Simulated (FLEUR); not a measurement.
# HfC (P6_3/mmc) in FLEUR: notebook, part 2 of 2

FLEUR MaX-R8.1 (later development tree).

### Step 3. Equation of state, LDA, 11.83 Å³/atom (volume scaled by 0.94)

Changes to inp.xml since step 2:

```diff
@@ -6,3 +6,3 @@
    <calculationSetup>
-      <cutoffs Kmax="4.62" Gmax="14.3" GmaxXC="14.3" numbands="0"/>
+      <cutoffs Kmax="4.77" Gmax="14.8" GmaxXC="14.8" numbands="0"/>
       <scfLoop itmax="60" minDistance="0.00001" maxIterBroyd="15" imix="Anderson" alpha="0.05" precondParam="0.0" spinf="2.0" sdNocoIR="T"/>
@@ -24,3 +24,3 @@
       <xi:include xmlns:xi="http://www.w3.org/2001/XInclude" href="sym.xml"> </xi:include>
-      <bulkLattice scale="1.0">
+      <bulkLattice scale="0.9795861087">
          <bravaisMatrix>
@@ -34,3 +34,3 @@
       <species name="Hafnium (Hf)" element="Hf" atomicNumber="72">
-         <mtSphere radius="2.52" gridPoints="833" logIncrement="0.016"/>
+         <mtSphere radius="2.44" gridPoints="833" logIncrement="0.016"/>
          <atomicCutoffs lmax="10" lnonsphr="10"/>
@@ -49,3 +49,3 @@
       <species name="Carbon (C)" element="C" atomicNumber="6">
-         <mtSphere radius="1.56" gridPoints="517" logIncrement="0.02"/>
+         <mtSphere radius="1.51" gridPoints="517" logIncrement="0.02"/>
          <atomicCutoffs lmax="8" lnonsphr="8"/>
```

Potentials or basis: all-electron, FLAPW.

Command:

```
inpgen -f crystal.txt -profile fastHighL
# inp.xml edited to the form shown
fleur_MPI
```

Output:

```text
Welcome to FLEUR        (www.flapw.de)
      MaX-Release 8.1          (www.max-centre.eu)

 ========== k-point set info ==========
 Selected k-point list: default-1
 k-point list type: mesh
 9 x 9 x 5
 Number of k points: 36

 ------------Calculation Setup---------------------------
 Number of MPI-tasks      :            1
 Number of PE/node        :            1
 Number of OMP-threads    :            1
 Most efficient MPI parallelization for:
           1           2           3           4           6           9          12          18          36
 Additional eigenvalue parallelization possible
 Number of basis functions:          709
 Approximate size of matrices (H+S) per k-point:         0.007 GB
 --------------------------------------------------------
 Iteration:     1   Distance:      25.63746802 me/bohr^3
 Iteration:     2   Distance:      20.94518653 me/bohr^3
 Iteration:     3   Distance:       8.29882371 me/bohr^3
 Iteration:     4   Distance:       7.19836385 me/bohr^3
 Iteration:     5   Distance:       3.80745473 me/bohr^3
 Iteration:     6   Distance:       1.95855347 me/bohr^3
 Iteration:     7   Distance:       0.37518835 me/bohr^3
 Iteration:     8   Distance:       0.12928566 me/bohr^3
 Iteration:     9   Distance:       0.05121094 me/bohr^3
 Iteration:    10   Distance:       0.00763665 me/bohr^3
 Iteration:    11   Distance:       0.00909481 me/bohr^3
 Iteration:    12   Distance:       0.00089751 me/bohr^3
 Iteration:    13   Distance:       0.00029169 me/bohr^3
 Iteration:    14   Distance:       0.00008341 me/bohr^3
 Iteration:    15   Distance:       0.00000602 me/bohr^3

 ********************************************************************
 Run finished successfully
 Stop message:
   all done
 ********************************************************************
```

out.xml (last iteration):

```text
<iteration numberForCurrentRun="   15" overallNumber="   15">
         <energyParameters units="Htr">
            <atomicEP atomType="1" spin="1" branch="6s" branchLowest="-1.68" branchHighest="2.57" value="0.3224355464"/>
            <atomicEP atomType="1" spin="1" branch="6p" branchLowest="-0.44" branchHighest="3.54" value="0.4515740983"/>
            <atomicEP atomType="1" spin="1" branch="5d" branchLowest="-6.82" branchHighest="1.20" value="0.4864423699"/>
            <atomicEP atomType="1" spin="1" branch="4f" branchLowest="-9.99" branchHighest="0.13" value="0.1460630240"/>
[... 135 lines left out ...]
            </atomTypeDependentContributions>
            <tkbTimesEntropy value="0.0001908243"/>
            <freeEnergy value="-30253.4496547516"/>
            <extrapolationTo0K value="-30253.4495593394"/>
         </totalEnergy>
         <densityConvergence units="me/bohr^3">
            <chargeDensity spin="1" distance="0.0000060163"/>
         </densityConvergence>
      </iteration>
```

Wall time 1.7 min (1 thread of Arm Neoverse V2, shared host); peak memory 0.09 GiB.

What came out:

```
Free energy                                           : -823238.3038 eV
Band gap on the k mesh                                : none (metal or under the smearing width)
Valence electrons inside the program's atomic spheres : Hf 23.81; C 2.43 (radii Hf 2.44, C 1.51 bohr)
```

### Step 4. Equation of state, LDA, 12.08 Å³/atom (volume scaled by 0.96)

Changes to inp.xml since step 3:

```diff
@@ -24,3 +24,3 @@
       <xi:include xmlns:xi="http://www.w3.org/2001/XInclude" href="sym.xml"> </xi:include>
-      <bulkLattice scale="0.9795861087">
+      <bulkLattice scale="0.9864848297">
          <bravaisMatrix>
```

Command:

```
inpgen -f crystal.txt -profile fastHighL
# inp.xml edited to the form shown
fleur_MPI
```

Wall time 1.8 min (1 thread of Arm Neoverse V2, shared host); peak memory 0.09 GiB.

It converged, with:

| Item | Value |
| --- | --- |
| Free energy | -823238.2993 eV |
| Band gap on the k mesh | none (metal or under the smearing width) |
| Valence electrons inside the program's atomic spheres | Hf 23.76; C 2.41 (radii Hf 2.44, C 1.51 bohr) |

### Step 5. Equation of state, LDA, 12.59 Å³/atom

Changes to inp.xml since step 4:

```diff
@@ -24,3 +24,3 @@
       <xi:include xmlns:xi="http://www.w3.org/2001/XInclude" href="sym.xml"> </xi:include>
-      <bulkLattice scale="0.9864848297">
+      <bulkLattice scale="1.0000000000">
          <bravaisMatrix>
```

Command:

```
inpgen -f crystal.txt -profile fastHighL
# inp.xml edited to the form shown
fleur_MPI
```

It took 1.9 min on 1 thread of Arm Neoverse V2, shared host; peak memory 0.09 GiB.

Results (log left out):

```
Free energy                                           : -823238.1966 eV
Band gap on the k mesh                                : none (metal or under the smearing width)
Valence electrons inside the program's atomic spheres : Hf 23.69; C 2.38 (radii Hf 2.44, C 1.51 bohr)
```

### Step 6. Equation of state, LDA, 13.09 Å³/atom (volume scaled by 1.04)

Changes to inp.xml since step 5:

```diff
@@ -24,3 +24,3 @@
       <xi:include xmlns:xi="http://www.w3.org/2001/XInclude" href="sym.xml"> </xi:include>
-      <bulkLattice scale="1.0000000000">
+      <bulkLattice scale="1.0131594038">
          <bravaisMatrix>
```

Potentials or basis: all-electron, FLAPW.

Command:

```
inpgen -f crystal.txt -profile fastHighL
# inp.xml edited to the form shown
fleur_MPI
```

Run time: 2.2 min. Hardware: 1 thread of Arm Neoverse V2, shared host; peak memory 0.09 GiB.

It converged, with:

```
Free energy                                           : -823237.9889 eV
Band gap on the k mesh                                : none (metal or under the smearing width)
Valence electrons inside the program's atomic spheres : Hf 23.62; C 2.35 (radii Hf 2.44, C 1.51 bohr)
```

### Step 7. Equation of state, LDA, 13.34 Å³/atom (volume scaled by 1.06)

Changes to inp.xml since step 6:

```diff
@@ -24,3 +24,3 @@
       <xi:include xmlns:xi="http://www.w3.org/2001/XInclude" href="sym.xml"> </xi:include>
-      <bulkLattice scale="1.0131594038">
+      <bulkLattice scale="1.0196128224">
          <bravaisMatrix>
```

Command:

```
inpgen -f crystal.txt -profile fastHighL
# inp.xml edited to the form shown
fleur_MPI
```

It took 2.5 min on 1 thread of Arm Neoverse V2, shared host; peak memory 0.09 GiB.

The run converged. Its results:

| Item | Value |
| --- | --- |
| Free energy | -823237.8520 eV |
| Band gap on the k mesh | none (metal or under the smearing width) |
| Valence electrons inside the program's atomic spheres | Hf 23.58; C 2.34 (radii Hf 2.44, C 1.51 bohr) |

### Step 8. Equation of state, LDA

Potentials or basis: all-electron, FLAPW.

This step only gathers the single runs of the series.

What came out:

- Equilibrium volume: 11.92 Å³/atom
- Bulk modulus at fixed shape and positions: 260 GPa
- Pressure derivative of the bulk modulus: 4.0 (rough: it moves with the points fitted)

Energy against volume, from the lowest point:
| volume (Å³/atom) | energy (meV/atom) |
| --- | --- |
| 11.832 | 0.00 |
| 12.084 | 1.12 |
| 12.587 | 26.80 |
| 13.091 | 78.74 |
| 13.343 | 112.97 |

Caveat: the cell was scaled at fixed shape and fractional positions, which overstates the stiffness of a crystal with free parameters, most of all of layers and chains. The run has no spin-orbit coupling, so splittings on Hf are missing.
